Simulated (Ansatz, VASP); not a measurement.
## InSe in two plane-wave programs

One calculation is typed for both programs; each brings its own data sets. How far apart do they land? The cell is taken from a series of runs on this material, whose earlier steps may have relaxed, scaled, displaced or heated it; both programs get it as it stands.

Program: Ansatz 0.2.0. Level of theory: plane waves, with VASP 6.6.1 beside it; single point at PBE0. Results are calculated unless marked as measured.

## 1. The starting structure

It takes space group R3m (No. 160, trigonal). The conventional cell has a = 4.000 Å, b = 4.000 Å, c = 24.950 Å, α = 90.00°, β = 90.00°, γ = 120.00°. Nearest to In lie 3 Se at 2.64 Å and 1 In at 2.80 Å. In has 3 Se at 2.64 Å and 1 In at 2.80 Å nearest. Se has 3 In at 2.64 Å nearest. Nearest to Se lie 3 In at 2.64 Å. Farther neighbours and most contacts between anions are not listed.

Structure file:

```
In Se
1.0
     2.00000    1.15470    8.31667
    -2.00000    1.15470    8.31667
     0.00000   -2.30940    8.31667
In Se
2 2
Direct
  0.00000 0.00000 0.00000
  0.11220 0.11220 0.11220
  0.61550 0.61550 0.61550
  0.83000 0.83000 0.83000
```

## 2. VASP: single point, PBE0

A single point gives forces, pressure and levels at one fixed geometry, so differences don't come from the geometry; what else differs is listed under the comparison.

Lines of VASP's logs that name or quote its potential files are left out, and so is its time.

The run reads the wave functions of an earlier VASP run, which isn't shown here.

File INCAR:

```
SYSTEM = InSe
PREC = Accurate
ENCUT = 400
EDIFF = 1E-06
NELM = 100
ISMEAR = 0
SIGMA = 0.01
LREAL = .FALSE.
ALGO = Normal
LHFCALC = .TRUE.
AEXX = 0.25
GGA = PE
LASPH = .TRUE.
NBANDS = 25
PRECFOCK = Fast
LORBIT = 11
LWAVE = .FALSE.
LCHARG = .FALSE.
KPAR = 8
ISIF = 2
```

File POSCAR:

```
InSe
1.0
    2.0000000000      1.1547005384      8.3166666667
   -2.0000000000      1.1547005384      8.3166666667
    0.0000000000     -2.3094010768      8.3166666667
In Se
2 2
Direct
    0.0000000000      0.0000000000      0.0000000000
    0.1122000000      0.1122000000      0.1122000000
    0.6155000000      0.6155000000      0.6155000000
    0.8300000000      0.8300000000      0.8300000000
```

File KPOINTS:

```
Automatic mesh
0
Gamma
4 4 4
0 0 0
```

The projector-augmented-wave data sets are In_d and Se (PBE family, release 64).

Run with:

```sh
> mpirun -np 8 vasp_std
```

Numbers of over 12 decimals in the logs are rounded to 6 here.

The program printed:

```text
[banner, memory and clock lines left out]
running    8 mpi-ranks, on    1 nodes
 distrk:  each k-point on    1 cores,    8 groups
 distr:  one band on    1 cores,    1 groups

 POSCAR found type information on POSCAR InSe
 POSCAR found :  2 types and       4 ions
|                                                                             |
|           W    W    AA    RRRRR   N    N  II  N    N   GGGG   !!!           |
|           W    W   A  A   R    R  NN   N  II  NN   N  G    G  !!!           |
|           W    W  A    A  R    R  N N  N  II  N N  N  G       !!!           |
|           W WW W  AAAAAA  RRRRR   N  N N  II  N  N N  G  GGG   !            |
|           WW  WW  A    A  R   R   N   NN  II  N   NN  G    G                |
|           W    W  A    A  R    R  N    N  II  N    N   GGGG   !!!           |
|                                                                             |
|     For optimal performance we recommend to set                             |
|       NCORE = 2 up to number-of-cores-per-socket                            |
|     NCORE specifies how many cores store one orbital (NPAR=cpu/NCORE).      |
|     This setting can greatly improve the performance of VASP for DFT.       |
|     The default, NCORE=1 might be grossly inefficient on modern             |
|     multi-core architectures or massively parallel machines. Do your        |
|     Unfortunately you need to use the default for GW and RPA                |
|     calculations (for HF NCORE is supported but not extensively tested      |
|     yet).                                                                   |
|                                                                             |

 LDA part: xc-table for (Slater+PW92), standard interpolation
 found WAVECAR, reading the header
 POSCAR, INCAR and KPOINTS ok, starting setup
 FFT: planning ... GRIDC
 FFT: planning ... GRID_SOFT
 FFT: planning ... GRID
 reading WAVECAR
 the WAVECAR file was read successfully
 initial charge from wavefunction
 entering main loop
       N       E                     dE             d eps       ncg     rms          rms(c)
DAV:   1    -0.187655283526E+02   -0.18766E+02   -0.10135E+00   873   0.102E+01    0.525E+00
DAV:   2    -0.187887411873E+02   -0.23213E-01   -0.11294E-01   705   0.189E+00    0.474E+00
DAV:   3    -0.187871470621E+02    0.15941E-02   -0.11713E-02   903   0.825E-01    0.394E+00
DAV:   4    -0.187867536986E+02    0.39336E-03   -0.21597E-03   838   0.327E-01    0.253E+00
DAV:   5    -0.187867046151E+02    0.49084E-04   -0.38702E-04   838   0.146E-01    0.154E+00
DAV:   6    -0.187866433064E+02    0.61309E-04   -0.57977E-05   944   0.824E-02    0.947E-01
DAV:   7    -0.187866248158E+02    0.18491E-04   -0.44982E-05   879   0.412E-02    0.583E-01
DAV:   8    -0.187866226742E+02    0.21416E-05   -0.97261E-06   651   0.152E-02    0.358E-01
DAV:   9    -0.187866223196E+02    0.35466E-06   -0.14847E-06   489   0.102E-02
   1 F= -.18786622E+02 E0= -.18786622E+02  d E =-.150430E-12
```

Parts of OUTCAR (step 2):

```text
ion  position               nearest neighbor table
   1  0.000  0.000  0.000-   3 2.64   3 2.64   3 2.64   2 2.80
   2  0.112  0.112  0.112-   4 2.64   4 2.64   4 2.64   1 2.80
   3  0.615  0.615  0.615-   1 2.64   1 2.64   1 2.64
   4  0.830  0.830  0.830-   2 2.64   2 2.64   2 2.64

  LATTYP: Found a trigonal (rhomboedric) cell.
 ALAT       =     8.6313543421
 COS(alpha) =     0.8926178500

 Subroutine GETGRP returns: Found  6 space group operations
 (whereof  6 operations were pure point group operations)

The static configuration has the point symmetry C_3v.

 Found     13 irreducible k-points:

   k-points           NKPTS =     13   k-points in BZ     NKDIM =     64   number of bands    NBANDS=     25

   dimension x,y,z NGX =    56 NGY =   56 NGZ =   56
   dimension x,y,z NGXF=   112 NGYF=  112 NGZF=  112

   ENCUT  =  400.0 eV  29.40 Ry    5.42 a.u.  14.08 14.08 14.08*2*pi/ulx,y,z

   NELECT =      38.0000    total number of electrons

 k-points in reciprocal lattice and weights: Automatic mesh
   0.00000000  0.00000000  0.00000000       0.016
   0.25000000  0.00000000  0.00000000       0.094
   0.50000000  0.00000000  0.00000000       0.047
   0.25000000  0.25000000  0.00000000       0.094
   0.50000000  0.25000000  0.00000000       0.188
  -0.25000000  0.25000000  0.00000000       0.094
   0.50000000  0.50000000  0.00000000       0.047
   0.25000000  0.25000000  0.25000000       0.031
   0.50000000  0.25000000  0.25000000       0.094
  -0.25000000  0.25000000  0.25000000       0.094
   0.50000000  0.50000000  0.25000000       0.094
  -0.25000000  0.50000000  0.25000000       0.094
   0.50000000  0.50000000  0.50000000       0.016

  exchange ACFDT corr.  =         0.00000000  see jH, gK, PRB 81, 115126

 average (electrostatic) potential at core
       1 -90.5128       2 -90.5115       3 -49.8040       4 -49.8051

 E-fermi :   3.6191

 k-point     1 :       0.0000    0.0000    0.0000
  band No.  band energies     occupation
    ...
     15       1.7998      2.00000
     16       1.9689      2.00000
     17       1.9689      2.00000
     18       2.1093      2.00000
     19       2.1093      2.00000
     20       6.7162      0.00000
     21       7.0578      0.00000
     22       9.4209      0.00000
     23       9.4209      0.00000
     24      10.1614      0.00000
    ...

 k-point     2 :       0.2500    0.0000    0.0000
  band No.  band energies     occupation
    ...
     15      -0.4159      2.00000
     16       1.2800      2.00000
     17       1.3193      2.00000
     18       1.5258      2.00000
     19       2.3719      2.00000
     20       6.8559      0.00000
     21       7.1572      0.00000
     22       8.9913      0.00000
     23       9.2994      0.00000
     24       9.7922      0.00000
    ...

 k-point     3 :       0.5000    0.0000    0.0000
  band No.  band energies     occupation
    ...
     15      -0.4076      2.00000
     16       0.8028      2.00000
     17       0.8237      2.00000
     18       1.0019      2.00000
     19       1.6821      2.00000
     20       5.9018      0.00000
     21       6.9460      0.00000
     22       8.6013      0.00000
     23       8.9607      0.00000
     24       9.8210      0.00000
    ...

  Total        0.8940239      0.8940239      0.2808514      0.0000000      0.0000000      0.0000000
  in kB       12.4296756     12.4296756      3.9046968      0.0000000      0.0000000      0.0000000
  external PRESSURE =       9.5880160 kB  Pullay stress =       0.0000000 kB

  energy-cutoff  :      400.00
  volume of cell :      115.24
      direct lattice vectors                 reciprocal lattice vectors
     2.000000000  1.154700538  8.316666667     0.250000000  0.144337567  0.040080160
    -2.000000000  1.154700538  8.316666667    -0.250000000  0.144337567  0.040080160
     0.000000000 -2.309401077  8.316666667     0.000000000 -0.288675135  0.040080160

 POSITION                                       TOTAL-FORCE (eV/Angst)
 -----------------------------------------------------------------------------------
      0.00000      0.00000      0.00000         0.000000      0.000000      0.010809
      0.00000      0.00000      2.79939         0.000000      0.000000     -0.008835
      0.00000      0.00000     15.35673         0.000000     -0.000000      0.164530
      0.00000      0.00000     20.70850         0.000000      0.000000     -0.166505
 -----------------------------------------------------------------------------------
    total drift:                               -0.000009     -0.000005     -0.000157

  FREE ENERGIE OF THE ION-ELECTRON SYSTEM (eV)
  ---------------------------------------------------
  free  energy   TOTEN  =       -18.7866223196 eV

  energy  without entropy=      -18.7866223196  energy(sigma->0) =      -18.78662232

 total charge
# of ion       s       p       d       tot
------------------------------------------
    1        0.873   0.690   9.899  11.462
    2        0.873   0.691   9.899  11.464
    3        1.479   2.396   0.023   3.899
    4        1.479   2.397   0.024   3.899
--------------------------------------------------
tot          4.705   6.173  19.846  30.724

[... 3 further parts left out ...]
```

The k-mesh is coarse for unscreened exact exchange, which converges slowly with it.

(Part 1 of 2 ends here.)

[Lines on the potential files, build, host, timing and source positions are cut from VASP's logs without a mark.]

[Logs are printed without paths, hosts, clocks, repeated set-up lines and the standing remarks that a program may print on its own settings, such as how far it seeks lower states.]

[Hosts, paths, dates, database ids (printed as entryN), source tags and the programs' standing remarks are cut or masked in the printed files.]
